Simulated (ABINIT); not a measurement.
The system is Bi.

```xyz
2
Lattice="3.4886 -3.1326 0.0000 3.4886 3.1326 0.0000 -1.2602 0.0000 3.1136" Properties=species:S:1:pos:R:3 pbc="T T T"
Bi    4.1738    0.0000    2.6695
Bi    1.5432    0.0000    0.4440
```

This isn't the form of Bi at room conditions, which is rhombohedral.

- Program: ABINIT 10.8.3 (patched build)
- Task: single point
- Functional: PBE
- Potentials or basis: JTH PAW PBE v2.0
- Cutoff: 599 eV
- k mesh: 6 × 6 × 9
- Occupations: fermi-dirac, width 0.05 eV
- Spin: no spin polarisation

On this cell: pressure 0.0 GPa; largest force 0.041 eV/Å; band gap on the k mesh none (metal or under the smearing width).

The same run follows on a disturbed copy (atoms moved at random, drawn with an rms of 0.05 Å):

```xyz
2
Lattice="3.4886 -3.1326 0.0000 3.4886 3.1326 0.0000 -1.2602 0.0000 3.1136" Properties=species:S:1:pos:R:3 pbc="T T T"
Bi    4.1692    0.0043    2.6437
Bi    1.5625    0.0187    0.4507
```

**Question.** What does the disturbed cell give?

**Answer.** The energy (extrapolated to zero smearing) moves by +1.3 meV/atom; pressure -0.1 GPa; largest force 0.094 eV/Å; band gap on the k mesh none (metal or under the smearing width).

Forces on the atoms (eV/Å):
```
Bi   0.082  0.016  0.044
Bi  -0.082 -0.016 -0.044
```

Stress tensor (GPa, compression positive):
```
-0.07 -0.02 -0.32
-0.02 -0.83 -0.02
-0.32 -0.02  0.65
```

Caveats: spin-orbit coupling is left out, which moves the levels of the heavy elements.
